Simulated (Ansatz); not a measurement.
Consider the formal exchange of groups at the Si–Ge bond: `[SiH3][SiH2][GeH2][SiH3]` + `CCC=O` → `CC[SiH2][SiH3]` + `O=[CH][GeH2][SiH3]`.

Calculated with Ansatz (gas phase, PBE0-D4/def2-TZVP geometries, no zero-point term in ΔE). CCSD(T)/CBS adds triple-zeta CCSD(T) − MP2 to the extrapolated MP2 energy (def2 sets, frozen cores). Functionals use def2-TZVPP. B3LYP here is the variant with VWN-RPA as its local correlation; programs differ in this. For Ge outer-core shells are correlated without core-valence functions, which leaves a few kJ/mol of doubt a bond. Scalar relativity is left out up to krypton. Each species was taken in one conformer, which may not be the lowest.

```tsv
level	ΔE (kcal/mol)	difference from CCSD(T)/CBS
PBE-D4	13.5	-0.1
PBE0-D4	14.9	1.3
B3LYP-D4	12.8	-0.8
ωB97M-V	12.8	-0.8
B2PLYP	12.7	-0.9
PBE	13.3	-0.3
B3LYP	12.4	-1.2
HF/def2-TZVPP	14.2	0.6
MP2/def2-TZVPP	13.3	-0.3
CCSD/def2-TZVPP	13.4	-0.2
CCSD(T)/def2-TZVPP	13.2	-0.4
HF/def2-QZVPP	14.0	0.4
MP2/def2-QZVPP	13.4	-0.2
SCS-MP2/def2-QZVPP	12.6	-1.0
MP2/CBS(def2)	13.6	0.0
CCSD/CBS(def2)	13.8	0.2
CCSD(T)/CBS	13.6	0
```

Largest T1 diagnostic among the species: 0.015.

In def2-TZVPP, CCSD(T) changes the Hartree–Fock value by −0.9 kcal/mol (the triples alone add −0.2 kcal/mol) and MP2 by −0.9 kcal/mol. From PBE to PBE0 (25 % exact exchange), in def2-TZVPP and without D4, ΔE moves by +1.3 kcal/mol.

CCSD(T)/CBS has its own doubt, a few kJ/mol and more with outer-core shells, so smaller differences from it don't rank the levels.
